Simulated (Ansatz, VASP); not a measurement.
## One calculation of NaCl, two programs

File INCAR:

```
SYSTEM = NaCl
  ALGO = Normal
  EDIFF = 1E-6
  ENCUT = 520
  GGA = PE
  ISIF = 2
  ISMEAR = 0
  IVDW = 12
  LASPH = .TRUE.
  LCHARG = .FALSE.
  LREAL = .FALSE.
  LWAVE = .FALSE.
  NBANDS = 22
  NELM = 80
  PREC = Accurate
  SIGMA = 0.1
```

File KPOINTS:

```
k-points
0
G
  6 6 2
  0 0 0
```

POSCAR

```
NaCl
1.0
    3.4438928200      0.0000000000      0.0000000000
   -1.7219464100      2.9824986700      0.0000000000
    0.0000000000      0.0000000000      8.6136811700
Na Cl
2 2
Direct
    0.6666666700      0.3333333300      0.8528782300
    0.3333333300      0.6666666700      0.1471217700
    0.0000000000      0.0000000000      0.6724001600
    0.0000000000      0.0000000000      0.3275998400
```

Input for Ansatz:

```yaml
crystal:
  lattice:
    - [3.44389282, 0.0, 0.0]
    - [-1.72194641, 2.98249867, 0.0]
    - [0.0, 0.0, 8.61368117]
  atoms:
    - { symbol: Na, position: [0.66666667, 0.33333333, 0.85287823] }
    - { symbol: Na, position: [0.33333333, 0.66666667, 0.14712177] }
    - { symbol: Cl, position: [0.0, 0.0, 0.67240016] }
    - { symbol: Cl, position: [0.0, 0.0, 0.32759984] }
basis:
  ecutwfc: 420
kpoints:
  mp_grid: { grid: [6, 6, 2] }
hamiltonian:
  xc: pbe
  dispersion: d3bj
scf:
  occupations: { method: gaussian, width: 0.1 }
  lower_state_search: "off"
output:
  forces: true
  stress: true
  eigenvalues: true
```

Alike in both runs: task single point; functional PBE; dispersion D3(BJ); k mesh 6 × 6 × 2; occupations gaussian, width 0.1 eV; no spin polarisation.

```csv
,VASP,Ansatz
version,VASP 6.6.1,Ansatz 0.2.0
potentials or method,"VASP PAW PBE potentials, release 64 (Na_pv, Cl)","scalar-relativistic, plane waves, PAW"
plane-wave cutoff (eV),520,420
valence electrons in the cell,28,32
```

|  | VASP | Ansatz | Ansatz less VASP |
| --- | --- | --- | --- |
| gap on the k mesh at the Fermi level (eV) | none | none | - |
| pressure (GPa) | 6.3 | 6.2 | -0.07 |
| largest component of the traceless stress (GPa) | 7.61 | 7.63 | +0.020 |
| rms of the force components (eV/Å) | 0.520 | 0.529 | +0.0088 |

Atom by atom the forces differ by 0.009 eV/Å (rms over components). A gap of «none» marks a metal or a gap that the smearing closes. The two sets of potentials don't hold the same shells in valence.

Caveats: the k mesh is coarse (spacing up to 0.36 Å⁻¹), so the values aren't converged; pairwise dispersion overbinds metals, which lowers pressure and volume.
